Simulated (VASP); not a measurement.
# As in VASP: a series of runs

One slab, As, is run at these levels: PBE+D3(BJ); tasks: single point.

Program: VASP 6.6.1. These are calculated values, not measurements. Logs are shortened: lines on timing, memory, paths and dates and some standing lists are left out, and cuts for length are marked.

## 1. Starting point

The cell holds a slab with vacuum, 2 atoms: a = 3.579 Å, b = 3.579 Å, c = 28.574 Å, α = 90.00°, β = 90.00°, γ = 120.00°.

The slab is cut from a database's or a generator's crystal, which needn't be the stable form of the element.

## 2. Single point, PBE+D3(BJ)

INCAR

```
SYSTEM = As
PREC = Accurate ; ENCUT = 520
EDIFF = 1E-7 ; ISMEAR = 0
SIGMA = 0.1 ; LREAL = .FALSE.
LASPH = .TRUE. ; NELM = 80
ALGO = Normal ; ISIF = 2
LWAVE = .FALSE. ; LCHARG = .FALSE.
LDIPOL = .TRUE. ; IDIPOL = 3
DIPOL = 0.5 0.5 0.500 ; GGA = PE
IVDW = 12 ; NBANDS = 12
```

KPOINTS

```
Automatic mesh
0
G
  6 6 1
  0 0 0
```

POSCAR

```
As
1.0
    3.5793730620      0.0000000000      0.0000000000
   -1.7896865310      3.0998280013      0.0000000000
    0.0000000000      0.0000000000     28.5742413778
As
2
Direct
    0.3333333333      0.6666666667      0.4756221594
    0.6666666667      0.3333333333      0.5243778406
```

Potentials or basis: VASP PAW PBE potentials, release 64 (As).

Started as:

```console
cat potpaw_PBE.64/As/POTCAR > POTCAR
mpirun -np 1 vasp_std > vasp.out
```

OUTCAR:

```text
SYSTEM = As
   PREC = Accurate
   ENCUT = 520
   EDIFF = 1E-7
   ISMEAR = 0
   LREAL = .FALSE.
   LASPH = .TRUE.
   NELM = 80
   ISIF = 2
   GGA = PE
   IVDW = 12
 IVDW          = 12

 ion  position               nearest neighbor table
   1  0.333  0.667  0.476-   2 2.49   2 2.49   2 2.49
   2  0.667  0.333  0.524-   1 2.49   1 2.49   1 2.49

  LATTYP: Found a hexagonal cell.
 ALAT       =     3.5793730620
 C/A-ratio  =     7.9830296767

  Lattice vectors:

 A1 = (   3.5793730620,   0.0000000000,   0.0000000000)
 A2 = (  -1.7896865310,   3.0998280013,   0.0000000000)
 A3 = (   0.0000000000,   0.0000000000,  28.5742413778)

Analysis of symmetry for initial positions (statically):
=====================================================================
 Subroutine PRICEL returns:
 Original cell was already a primitive cell.

 Routine SETGRP: Setting up the symmetry group for a
 hexagonal supercell.

 Subroutine GETGRP returns: Found 12 space group operations
 (whereof 12 operations were pure point group operations)
 out of a pool of 24 trial point group operations.

The static configuration has the point symmetry D_3d.

Analysis of symmetry for dynamics (positions and initial velocities):
=====================================================================
 Subroutine PRICEL returns:
 Original cell was already a primitive cell.

 Routine SETGRP: Setting up the symmetry group for a
 hexagonal supercell.

 Subroutine GETGRP returns: Found 12 space group operations
 (whereof 12 operations were pure point group operations)
 out of a pool of 24 trial point group operations.

The dynamic configuration has the point symmetry D_3d.

 Subroutine INISYM returns: Found 12 space group operations
 (whereof 12 operations are pure point group operations),
 and found     1 'primitive' translations

----------------------------------------------------------------------------------------

                                     Primitive cell

  volume of cell :     317.0438

  direct lattice vectors                    reciprocal lattice vectors
     3.579373062  0.000000000  0.000000000     0.279378534  0.161299272  0.000000000
    -1.789686531  3.099828001  0.000000000     0.000000000  0.322598544  0.000000000
     0.000000000  0.000000000 28.574241378     0.000000000  0.000000000  0.034996555

  length of vectors
     3.579373062  3.579373062 28.574241378     0.322598544  0.322598544  0.034996555

  position of ions in fractional coordinates (direct lattice)
     0.333333333  0.666666667  0.475622159
     0.666666667  0.333333333  0.524377841

  ion indices of the primitive-cell ions
   primitive index   ion index
                 1           1
                 2           2

----------------------------------------------------------------------------------------

 KPOINTS: Automatic mesh

Automatic generation of k-mesh.
 Grid dimensions read from file:
 generate k-points for:    6    6    1

 Generating k-lattice:

  Cartesian coordinates                     Fractional coordinates (reciprocal lattice)
     0.046563089  0.026883212  0.000000000     0.166666667  0.000000000  0.000000000
     0.000000000  0.053766424  0.000000000     0.000000000  0.166666667  0.000000000
     0.000000000  0.000000000  0.034996555     0.000000000  0.000000000  1.000000000

  Length of vectors
     0.053766424  0.053766424  0.034996555

  Shift w.r.t. Gamma in fractional coordinates (k-lattice)
     0.000000000  0.000000000  0.000000000

 Subroutine IBZKPT returns following result:
 ===========================================

 Found      7 irreducible k-points:

 Following reciprocal coordinates:
            Coordinates               Weight
  0.000000  0.000000  0.000000      1.000000
  0.166667  0.000000  0.000000      6.000000
  0.333333  0.000000  0.000000      6.000000
  0.500000  0.000000  0.000000      3.000000
  0.166667  0.166667  0.000000      6.000000
  0.333333  0.166667  0.000000     12.000000
  0.333333  0.333333  0.000000      2.000000
   k-points           NKPTS =      7   k-points in BZ     NKDIM =      7   number of bands    NBANDS=     12
   number of dos      NEDOS =    301   number of ions     NIONS =      2
   total plane-waves  NPLWV = 169344
   dimension x,y,z NGX =    28 NGY =   28 NGZ =  216
   dimension x,y,z NGXF=    56 NGYF=   56 NGZF=  432
   ions per type =               2
   NGX,Y,Z   is equivalent  to a cutoff of  13.00, 13.00, 12.57 a.u.
   NGXF,Y,Z  is equivalent  to a cutoff of  26.01, 26.01, 25.13 a.u.
 SYSTEM =  As
   PREC   = accura    normal or accurate (medium, high low for compatibility)
   ISTART =      0    job   : 0-new  1-cont  2-samecut
   ICHARG =      2    charge: 1-file 2-atom 10-const
   ISPIN  =      1    spin polarized calculation?
   LNONCOLLINEAR =      F non collinear calculations
   LSORBIT =      F    spin-orbit coupling
   LASPH  =      T    aspherical Exc in radial PAW
   ENCUT  =  520.0 eV  38.22 Ry    6.18 a.u.   6.66  6.66 53.13*2*pi/ulx,y,z
   NELM   =     80;   NELMIN=  2; NELMDL= -5     # of ELM steps
   EDIFF  = 0.1E-06   stopping-criterion for ELM
   LREAL  =      F    real-space projection
   EDIFFG = 0.1E-05   stopping-criterion for IOM
   NSW    =      0    number of steps for IOM
   IBRION =     -1    ionic relax: 0-MD 1-quasi-New 2-CG
   NFREE  =      0    steps in history (QN), initial steepest desc. (CG)
   ISIF   =      2    stress and relaxation
   ISYM   =      2    0-nonsym 1-usesym 2-fastsym
   POTIM  = 0.5000    time-step for ionic-motion
   TEBEG  =    0.0;   TEEND  =   0.0 temperature during run
   PSTRESS=    0.0 pullay stress
   NELECT =      10.0000    total number of electrons
   NUPDOWN=      -1.0000    fix difference up-down
   EMIN   =  10.00;   EMAX   =-10.00  energy-range for DOS
   EFERMI =   0.00;   METHOD = LEGACY
   ISMEAR =     0;   SIGMA  =   0.10  broadening in eV -4-tet -1-fermi 0-gaus
   EFERMI_NEDOS =   21; number of points for ismear=-14 and -15
   IALGO  =     38    algorithm
   IMIX   =      4    mixing-type and parameters
     AMIX     =   0.40;   BMIX     =  1.00
     AMIX_MAG =   1.60;   BMIX_MAG =  1.00
  volume/ion in A,a.u.               =     158.52      1069.76
  Fermi-wavevector in a.u.,A,eV,Ry     =   0.517251  0.977464  3.640226  0.267549
  Thomas-Fermi vector in A             =   1.533574
   LORBIT       =      0    0 simple, 1 ext, 2 COOP (PROOUT), +10 PAW based schemes
   GGA     = PE    functional components
   LHFCALC =     F    Hartree Fock is set to
   AEXX    =    0.0000 exact exchange contribution
   IVDW    =    12    specifies the selected vdW correction
   LEPSILON=     F    determine dielectric tensor
   LRPA    =     F    only Hartree local field effects (RPA)
 non-spin polarized calculation
 Gauss-broadening in eV      SIGMA  =   0.10
  energy-cutoff  :      520.00
  volume of cell :      317.04
 maximum number of plane-waves:      8627
 NGX is ok and might be reduce to    28
   NGX = 13   NGY = 13   NGZ =107

 number of electron      10.0000001 magnetization

 dipolmoment           0.000000      0.000000      0.000000 electrons x Angstroem

 Free energy of the ion-electron system (eV)
  ---------------------------------------------------
  ext. energy  EPLUGINS =         0.00000000
  ---------------------------------------------------
  free energy    TOTEN  =        -9.30513203 eV

  energy without entropy =       -9.30513203  energy(sigma->0) =       -9.30513203

 E-fermi :  -3.5220     XC(G=0):  -1.8401

 val. band max:       -3.9782854250   @ k =   0.0000   0.0000   0.0000
 cond. band min:      -2.3965642641   @ k =   0.3333   0.0000   0.0000
 fundamental gap:      1.5817211608
 Fermi energy:        -3.5220115450

 k-point     1 :       0.0000    0.0000    0.0000
  band No.  band energies     occupation
      1     -17.6065      2.00000
      2     -11.2033      2.00000
      3      -4.6106      2.00000
      4      -3.9783      2.00000
      5      -3.9783      2.00000
      6      -1.9640      0.00000
      7      -0.4525      0.00000
      8      -0.4525      0.00000
      9       0.8088      0.00000
     10       1.0695      0.00000
     11       1.4674      0.00000
     12       1.7256      0.00000

 k-point     2 :       0.1667    0.0000    0.0000
  band No.  band energies     occupation
      1     -17.2329      2.00000
      2     -11.1834      2.00000
      3      -6.2447      2.00000
      4      -4.6609      2.00000
      5      -4.4574      2.00000
      6      -1.7127      0.00000
      7       0.1493      0.00000
      8       0.1873      0.00000
      9       1.2882      0.00000
     10       1.5287      0.00000
     11       1.8996      0.00000
     12       2.1625      0.00000

 k-point     3 :       0.3333    0.0000    0.0000
  band No.  band energies     occupation
      1     -16.1737      2.00000
      2     -11.9129      2.00000
      3      -7.6989      2.00000
      4      -5.5586      2.00000
      5      -4.7766      2.00000
      6      -2.3966      0.00000
      7      -0.1533      0.00000
      8       0.5861      0.00000
      9       2.3257      0.00000
     10       2.5290      0.00000
     11       3.1282      0.00000
     12       3.4192      0.00000

 k-point     4 :       0.5000    0.0000    0.0000
  band No.  band energies     occupation
      1     -15.1161      2.00000
      2     -13.1536      2.00000
      3      -7.4590      2.00000
      4      -5.9016      2.00000
      5      -5.6118      2.00000
      6      -2.0288      0.00000
      7      -0.8777      0.00000
      8       0.5652      0.00000
      9       2.2493      0.00000
     10       4.3084      0.00000
     11       4.4020      0.00000
     12       4.7591      0.00000

 k-point     5 :       0.1667    0.1667    0.0000
  band No.  band energies     occupation
      1     -16.5094      2.00000
      2     -11.5233      2.00000
      3      -7.2855      2.00000
      4      -6.2894      2.00000
      5      -4.4247      2.00000
      6      -1.2050      0.00000
      7      -0.4776      0.00000
      8       0.7842      0.00000
      9       2.0464      0.00000
     10       2.2241      0.00000
     11       2.7188      0.00000
     12       3.0119      0.00000

 k-point     6 :       0.3333    0.1667    0.0000
  band No.  band energies     occupation
      1     -15.2387      2.00000
      2     -12.8272      2.00000
      3      -7.7022      2.00000
      4      -6.7828      2.00000
      5      -5.2217      2.00000
      6      -1.3193      0.00000
      7      -0.4617      0.00000
      8       0.3778      0.00000
      9       2.9618      0.00000
     10       3.6215      0.00000
     11       4.2255      0.00000
     12       4.5332      0.00000

 k-point     7 :       0.3333    0.3333    0.0000
  band No.  band energies     occupation
      1     -13.9826      2.00000
      2     -13.9826      2.00000
      3      -8.4550      2.00000
      4      -6.0206      2.00000
      5      -6.0206      2.00000
      6      -2.0345      0.00000
      7       0.5952      0.00000
      8       0.5952      0.00000
      9       4.0811      0.00000
     10       4.9806      0.00000
     11       4.9806      0.00000
     12       5.7615      0.00000

------------------------ aborting loop because EDIFF is reached ----------------------------------------

 vacuum level on the upper side and lower side of the slab       (xc-potential included)        -0.007        -0.007

 Edisp (eV)   -0.42175

 E8    (eV) :    -0.1914

  FORCE on cell =-STRESS in cart. coord.  units (eV):
  Direction    XX          YY          ZZ          XY          YZ          ZX
  --------------------------------------------------------------------------------------
  -------------------------------------------------------------------------------------
  Total       0.07937     0.07937     0.12571     0.00000    -0.00000     0.00000
  in kB       0.40109     0.40109     0.63528     0.00000    -0.00000     0.00000
  external pressure =        0.48 kB  Pullay stress =        0.00 kB

 VOLUME and BASIS-vectors are now :
 -----------------------------------------------------------------------------
  energy-cutoff  :      520.00
  volume of cell :      317.04
      direct lattice vectors                 reciprocal lattice vectors
     3.579373062  0.000000000  0.000000000     0.279378534  0.161299272  0.000000000
    -1.789686531  3.099828001  0.000000000     0.000000000  0.322598544  0.000000000
     0.000000000  0.000000000 28.574241378     0.000000000  0.000000000  0.034996555

 POSITION                                       TOTAL-FORCE (eV/Angst)
 -----------------------------------------------------------------------------------
     -0.00000      2.06655     13.59054         0.000000     -0.000000     -0.091672
      1.78969      1.03328     14.98370        -0.000000      0.000000      0.091672
 -----------------------------------------------------------------------------------
    total drift:                               -0.000000      0.000000     -0.000000

  FREE ENERGIE OF THE ION-ELECTRON SYSTEM (eV)
  ---------------------------------------------------
  free  energy   TOTEN  =        -9.7268858152 eV

  energy  without entropy=       -9.7268858152  energy(sigma->0) =       -9.72688582

 vacuum level on the upper side and lower side of the slab         1.326         1.326
```

It took 1.8 min on 1 thread of AMD EPYC, shared host; peak memory 0.36 GiB.

Results:

* Free energy: -9.7269 eV
* Largest force: 0.092 eV/Å
* Band gap on the k mesh: 1.58 eV, indirect (least direct gap 2.01 eV)
* Dispersion energy per atom: -0.211 eV

Forces in eV/Å, atoms in the order of the input:
```
As   0.000  0.000 -0.092
As   0.000  0.000  0.092
```

Levels at points of the mesh, in eV from the valence-band top:
| k point | band 2 | band 3 | band 4 | band 5 | band 6 | band 7 | band 8 | band 9 |
| --- | --- | --- | --- | --- | --- | --- | --- | --- |
| (0.00, 0.00, 0.00) | -7.23 | -0.63 | 0.00 | 0.00 | 2.01 | 3.53 | 3.53 | 4.79 |
| (0.50, 0.00, 0.00) | -9.18 | -3.48 | -1.92 | -1.63 | 1.95 | 3.10 | 4.54 | 6.23 |

## 3. Single point, PBE+D3(BJ)

This run uses another cell than the first one, of 177.06 Å³/atom, 1.117 times its volume.

INCAR

```
SYSTEM = As
PREC = Accurate
ENCUT = 520
EDIFF = 1E-6
ISMEAR = 0
SIGMA = 0.1
LREAL = .False.
LASPH = .True.
NELM = 80
ALGO = Normal
ISIF = 2
LWAVE = .False.
LCHARG = .False.
LDIPOL = .True.
IDIPOL = 3
DIPOL = 0.5 0.5 0.500
GGA = PE
IVDW = 12
NBANDS = 12
```

KPOINTS

```
regular mesh
0
Gamma
  6 6 1
  0 0 0
```

POSCAR

```
As
1.0
    3.7828824943      0.0000000000      0.0000000000
   -1.8914412471      3.2760723396      0.0000000000
    0.0000000000      0.0000000000     28.5742413778
As
2
Direct
    0.3333333333      0.6666666667      0.4774776052
    0.6666666667      0.3333333333      0.5225223948
```

Potentials or basis: VASP PAW PBE potentials, release 64 (As).

Started as:

```console
cat potpaw_PBE.64/As/POTCAR > POTCAR
mpirun -np 1 vasp_std > vasp.out
```

OUTCAR:

```text
SYSTEM = As
   PREC = Accurate
   ENCUT = 520
   EDIFF = 1E-6
   ISMEAR = 0
   LREAL = .False.
   LASPH = .True.
   NELM = 80
   ISIF = 2
   GGA = PE
   IVDW = 12
 IVDW          = 12

 ion  position               nearest neighbor table
   1  0.333  0.667  0.477-   2 2.54   2 2.54   2 2.54
   2  0.667  0.333  0.523-   1 2.54   1 2.54   1 2.54

  LATTYP: Found a hexagonal cell.
 ALAT       =     3.7828824943
 C/A-ratio  =     7.5535630358

  Lattice vectors:

 A1 = (   3.7828824943,   0.0000000000,   0.0000000000)
 A2 = (  -1.8914412471,   3.2760723396,   0.0000000000)
 A3 = (   0.0000000000,   0.0000000000,  28.5742413778)

Analysis of symmetry for initial positions (statically):
=====================================================================
 Subroutine PRICEL returns:
 Original cell was already a primitive cell.

 Routine SETGRP: Setting up the symmetry group for a
 hexagonal supercell.

 Subroutine GETGRP returns: Found 12 space group operations
 (whereof 12 operations were pure point group operations)
 out of a pool of 24 trial point group operations.

The static configuration has the point symmetry D_3d.
[... 165 lines left out ...]
      9       0.7294      0.00000
     10       0.9367      0.00000
     11       1.3142      0.00000
     12       1.5516      0.00000
[... 76 lines left out ...]
 k-point     7 :       0.3333    0.3333    0.0000
  band No.  band energies     occupation
      1     -14.2756      2.00000
      2     -14.2756      2.00000
      3      -8.4916      2.00000
      4      -6.0046      2.00000
      5      -6.0046      2.00000
      6      -1.7741      0.00000
      7       0.2900      0.00000
      8       0.2900      0.00000
      9       3.5620      0.00000
     10       3.8264      0.00000
     11       3.8264      0.00000
     12       4.8249      0.00000

------------------------ aborting loop because EDIFF is reached ----------------------------------------

 vacuum level on the upper side and lower side of the slab       (xc-potential included)        -0.007        -0.007

 Edisp (eV)   -0.37752

 E8    (eV) :    -0.1717

  FORCE on cell =-STRESS in cart. coord.  units (eV):
  Direction    XX          YY          ZZ          XY          YZ          ZX
  --------------------------------------------------------------------------------------
  -------------------------------------------------------------------------------------
  Total      -1.84897    -1.84897     0.90904    -0.00000     0.00000    -0.00000
  in kB      -8.36545    -8.36545     4.11285    -0.00000     0.00000    -0.00000
  external pressure =       -4.21 kB  Pullay stress =        0.00 kB

 VOLUME and BASIS-vectors are now :
 -----------------------------------------------------------------------------
  energy-cutoff  :      520.00
  volume of cell :      354.12
      direct lattice vectors                 reciprocal lattice vectors
     3.782882494  0.000000000  0.000000000     0.264348682  0.152621782  0.000000000
    -1.891441247  3.276072340  0.000000000     0.000000000  0.305243565  0.000000000
     0.000000000  0.000000000 28.574241378     0.000000000  0.000000000  0.034996555

 POSITION                                       TOTAL-FORCE (eV/Angst)
 -----------------------------------------------------------------------------------
     -0.00000      2.18405     13.64356         0.000000      0.000000     -0.707600
      1.89144      1.09202     14.93068        -0.000000     -0.000000      0.707600
 -----------------------------------------------------------------------------------
    total drift:                                0.000000     -0.000000      0.000000

  FREE ENERGIE OF THE ION-ELECTRON SYSTEM (eV)
  ---------------------------------------------------
  free  energy   TOTEN  =        -9.5811711489 eV

  energy  without entropy=       -9.5811711485  energy(sigma->0) =       -9.58117115

 vacuum level on the upper side and lower side of the slab         1.214         1.214
```

OSZICAR:

```text
N       E                     dE             d eps       ncg     rms          rms(c)
DAV:   1     0.658972264918E+02    0.65897E+02   -0.26351E+03   168   0.524E+02
DAV:   2    -0.229759647252E+01   -0.68195E+02   -0.61962E+02   280   0.853E+01
DAV:   3    -0.913061998369E+01   -0.68330E+01   -0.68202E+01   240   0.376E+01
[... 11 lines left out ...]
DAV:  15    -0.920363426740E+01   -0.75686E-05   -0.11801E-06   224   0.431E-03    0.226E-03
DAV:  16    -0.920364310126E+01   -0.88339E-05   -0.26063E-07   208   0.183E-03    0.159E-03
DAV:  17    -0.920364803215E+01   -0.49309E-05   -0.12772E-07   200   0.111E-03    0.188E-03
DAV:  18    -0.920365014036E+01   -0.21082E-05   -0.97213E-08   204   0.714E-04    0.167E-04
DAV:  19    -0.920365075451E+01   -0.61416E-06   -0.32972E-09   140   0.208E-04
   1 F= -.95811711E+01 E0= -.95811711E+01  d E =-.397368E-09
```

It took 93 s on 1 thread of AMD EPYC, shared host; peak memory 0.34 GiB.

Results:

```yaml
Free_energy: -9.5812 eV
Largest_force: 0.708 eV/Å
Band_gap_on_the_k_mesh: 0.82 eV, indirect (least direct gap 0.84 eV)
Dispersion_energy_per_atom: -0.189 eV
```

Forces in eV/Å, atoms in the order of the input:
```
As   0.000  0.000 -0.708
As   0.000  0.000  0.708
```

Levels at points of the mesh, in eV from the valence-band top:
| k point | band 3 | band 4 | band 5 | band 6 | band 7 | band 8 |
| --- | --- | --- | --- | --- | --- | --- |
| (0.00, 0.00, 0.00) | -0.72 | -0.72 | -0.02 | 0.82 | 2.96 | 2.96 |
| (0.50, 0.00, 0.00) | -3.13 | -2.31 | -1.27 | 1.55 | 3.52 | 4.36 |

Expect the measured gap to be larger: semilocal functionals such as PBE lack the derivative discontinuity.
